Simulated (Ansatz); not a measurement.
# HgTe: the cost of one run

Program: Ansatz 0.2.0. Level of theory: DFT, PBE, plane-wave PAW, default files, scalar-relativistic, as far as a step names no other. These are calculated values, not measurements.

## (1) Starting point

Symmetry: Fm-3m, No. 225, cubic system. The conventional cell has a = 5.843 Å, b = 5.843 Å, c = 5.843 Å, α = 90.00°, β = 90.00°, γ = 90.00°. Around Hg (site symmetry m-3m) lie 6 Te at 2.92 Å. Te (site symmetry m-3m) has 6 Hg at 2.92 Å as nearest neighbours.

As a file:

```
Hg Te
1.0
     0.00000    2.92150    2.92150
     2.92150    0.00000    2.92150
     2.92150    2.92150    0.00000
Hg Te
1 1
Direct
  0.00000 0.00000 0.00000
  0.50000 0.50000 0.50000
```

The earlier run gave: no gap over 0.1 eV on the mesh, largest force 0.000 eV/Å, pressure 10.4 GPa.

The printed gradients, by site:

| site | atoms | first shell | V_zz (10²¹ V/m²) | η | C_Q (MHz) |
| --- | --- | --- | --- | --- | --- |
| Hg | 1 | 6 Te at 2.92 Å | 0.00 | – | 0 (²⁰¹Hg) |
| Te | 2 | 6 Hg at 2.92 Å | 0.00 | – | – |

C_Q = eQV_zz/h, which is 24.18 MHz for Q = 1 b and V_zz = 10²¹ V/m²; η = (V_xx − V_yy)/V_zz. Quadrupole moments are those of Pyykkö's year-2017 table. A dash under C_Q marks elements without a common quadrupolar isotope.

## (2) Ions relaxed at fixed cell

The input, input.yaml:

```yaml
crystal:
  lattice:
    - [0.0, 2.9215, 2.9215]
    - [2.9215, 0.0, 2.9215]
    - [2.9215, 2.9215, 0.0]
  atoms:
    - { symbol: Hg, position: [0.0, 0.0, 0.0] }
    - { symbol: Te, position: [0.5, 0.5, 0.5] }
kpoints:
  mp_grid: { grid: [14, 14, 14] }
scf:
  occupations: { method: fermi_dirac, width: 0.05 }
hamiltonian:
  xc: pbe
  pseudopotentials: { kind: paw }
output:
  forces: true
  stress: true
  populations: true
  efg: { quadrupole_moments_barn: { Hg: 0.387 }, contact_densities: true }
relax:
  f_tol: 0.02
  max_steps: 60
```

Launch:

```console
> ansatz run input.yaml --threads 1 --pin off --max-ram 3072MiB --backend cpu --events-out ev --progress --plain --runs-dir out
```

What time and memory should one allow on 1 thread of Intel Xeon Platinum 8375C at 2.90GHz (Ice Lake), shared host?

About 6.8 s, with a peak of 0.54 GiB.
